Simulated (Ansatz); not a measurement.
Level of theory: DFT PBE, scalar-relativistic, plane waves, PAW in Ansatz 0.2.0. All cells share a 420 eV cutoff and Γ-centred k meshes spaced at most about 0.3 Å⁻¹ (2π included). No spin polarisation.

All energies are static (0 K, no zero-point motion).

Two relaxed structures of Ga5As3P2:

A.

```
CELL_PARAMETERS angstrom
-1.99563 1.99563 14.13698
1.99563 -1.99563 14.13698
1.99563 1.99563 -14.13698
ATOMIC_POSITIONS crystal
Ga 0.60296 0.60296 0.00000
Ga 0.00000 0.00000 0.00000
Ga 0.39704 0.39704 0.00000
Ga 0.80141 0.80141 0.00000
Ga 0.19859 0.19859 0.00000
P 0.34923 0.84923 0.50000
P 0.15077 0.65077 0.50000
As 0.94855 0.44855 0.50000
As 0.75000 0.25000 0.50000
As 0.55145 0.05145 0.50000
```

B.

```
CELL_PARAMETERS angstrom
-1.99596 1.99596 14.13423
1.99596 -1.99596 14.13423
1.99596 1.99596 -14.13423
ATOMIC_POSITIONS crystal
Ga 0.69845 0.69845 0.00000
Ga 0.30155 0.30155 0.00000
Ga 0.90452 0.90452 0.00000
Ga 0.50000 0.50000 0.00000
Ga 0.09548 0.09548 0.00000
P 0.95225 0.45225 0.50000
P 0.54775 0.04775 0.50000
As 0.35300 0.85300 0.50000
As 0.14700 0.64700 0.50000
As 0.75000 0.25000 0.50000
```

**Question.** Which placement of the atoms is lower in energy, and by how much?

**Answer.** They are level within the accuracy (under 1 meV/atom apart). The two share one framework of sites and differ in which element sits where. A has P and As ordered on zinc blende sites, space group I-4m2 (No. 119), 22.5 Å³/atom and a gap of 0.67 eV on its mesh; B has P and As ordered on zinc blende sites, space group I-4m2 (No. 119), 22.5 Å³/atom and a gap of 0.66 eV. Counting As or P atoms around Ga (for each partner element, those within 1.25 times its shortest distance or 1.15 times the sum of covalent radii, where it is the nearest in units of that sum or under 1.3), A and B both have Ga 4. Both come from invented guesses. Shaken at random and relaxed again, A came back. Shaken at random and relaxed again, B came back.

Kohn–Sham gaps at this level usually fall short of measured ones.
